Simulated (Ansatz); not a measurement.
Runs of Ansatz 0.2.0 on Mg. It takes space group Fm-3m (No. 225, cubic). The conventional cell has a = 6.967 Å, b = 6.967 Å, c = 6.967 Å, α = 90.00°, β = 90.00°, γ = 90.00°. Around Mg (site symmetry m-3m) lie 8 Mg at 3.02 Å. Around Mg (site symmetry -43m) lie 4 Mg at 3.02 Å. The cell was built by a generator and needn't be a form met in nature.

```csv
level,gap on the mesh (eV),pressure (GPa),relaxed volume (Å³/atom)
BLYP+D4,none,0.0,27.57
PBE,none,0.0,(b)
PBEsol,none,0.0,27.51
LDA,none,0.0,(a)
revPBE,none,0.0,28.92
```

Alike in all rows: task relaxation of cell and atoms; potentials or basis Ansatz PAW; no spin polarisation; cell relaxed; k mesh 7 × 7 × 7; cutoff (eV) 420; smearing fermi-dirac 0.05 eV.

Question: Fill in the values left out.

Answer: (a) 26.46; (b) 28.18.

Caveats: the plane-wave basis is chosen anew once the cell has moved, so the energies of steps on either side of that aren't comparable; the PAW data sets come from PBE, with cores solved anew for the run's functional, which leaves a small shift of forces and pressure (some runs); pairwise dispersion overbinds metals, which lowers pressure and volume (some runs).

A gap of «none» marks a metal or a gap under the smearing width.
